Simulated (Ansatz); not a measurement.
A run of Ansatz 0.2.0 is set up as follows.

File input.yaml:

```yaml
crystal:
  lattice:
    - [3.27188478, 0.0, 0.0]
    - [0.0, 3.27188478, 0.0]
    - [0.0, 0.0, 3.27188478]
  atoms:
    - { symbol: In, position: [0.0, 0.0, 0.0] }
    - { symbol: Pd, position: [0.5, 0.5, 0.5] }
hamiltonian:
  xc: rpbe
  pseudopotentials: { kind: paw }
kpoints:
  mp_grid: { grid: [8, 8, 8] }
scf:
  occupations: { method: fermi_dirac, width: 0.05 }
output:
  forces: true
  stress: true
  eigenvalues: true
relax:
  f_tol: 0.01
  max_steps: 40
  cell: { stress_tol: 0.05 }
```

Potentials or basis: Ansatz PAW.

Command:

```console
$ ansatz run input.yaml --threads 2 --pin off --max-ram 5632MiB --backend cpu --events-out ev --progress --plain --runs-dir out
```

Problem. What does it give for the band gap on the k mesh?

Solution. None (metal or under the smearing width).

Problem. Estimate the relaxed volume.

Solution. 18.59 Å³/atom.

Problem. Estimate the relaxed cell.

Solution. a = 3.338 Å, b = 3.338 Å, c = 3.338 Å, α = 90.00°, β = 90.00°, γ = 90.00°.

The path:
```tsv
step	energy change (eV)	largest force (eV/Å)	volume (Å³)
1	0.0000	0.0000	35.03
2	-0.0427	0.0000	37.45
3	-0.0435	0.0000	37.18
4	-0.0445	0.0000	37.18
```

Caveat: the plane-wave basis is chosen anew once the cell has moved, so the energies of steps on either side of that aren't comparable; the PAW data sets come from PBE, with cores solved anew for the run's functional, which leaves a small shift of forces and pressure.
